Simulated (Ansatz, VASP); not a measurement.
# SnO2 (Cassiterite) in VASP and in Ansatz

```
Sn O
1.0
     4.73800    0.00000    0.00000
     0.00000    4.73800    0.00000
     0.00000    0.00000    3.18650
Sn O
2 4
Direct
  0.50000 0.50000 0.50000
  0.00000 0.00000 0.00000
  0.80710 0.19290 0.50000
  0.69290 0.69290 0.00000
  0.19290 0.80710 0.50000
  0.30710 0.30710 0.00000
```

Alike in both runs: task band structure; functional PBE; k mesh 6 × 6 × 8; occupations fermi-dirac, width 0.05 eV; no spin polarisation.

|  | VASP | Ansatz |
| --- | --- | --- |
| version | VASP 6.6.1 | Ansatz 0.2.0 |
| potentials or method | VASP PAW PBE potentials, release 54 (Sn_d, O) | Ansatz PAW |
| plane-wave cutoff (eV) | 520 | 420 |
| valence electrons in the cell | 52 | 52 |

|  | VASP | Ansatz | Ansatz less VASP |
| --- | --- | --- | --- |
| gap on the k mesh at the Fermi level (eV) | 1.27 | 1.28 | +0.010 |
| least direct gap on the mesh (eV) | 1.27 | 1.28 | +0.010 |
| gap along the band path (eV) | 1.27 | 1.28 | +0.010 |
| pressure (GPa) | 11.8 | 11.1 | -0.70 |
| largest component of the traceless stress (GPa) | 2.20 | 1.97 | -0.236 |
| rms of the force components (eV/Å) | 0.139 | 0.130 | -0.0090 |

Atom by atom the forces differ by 0.009 eV/Å (rms over components).

Caveats: spin-orbit coupling is left out, which moves the levels of the heavy elements; the pressure holds a Pulay correction of +0.8 GPa for the finite cutoff (Ansatz).
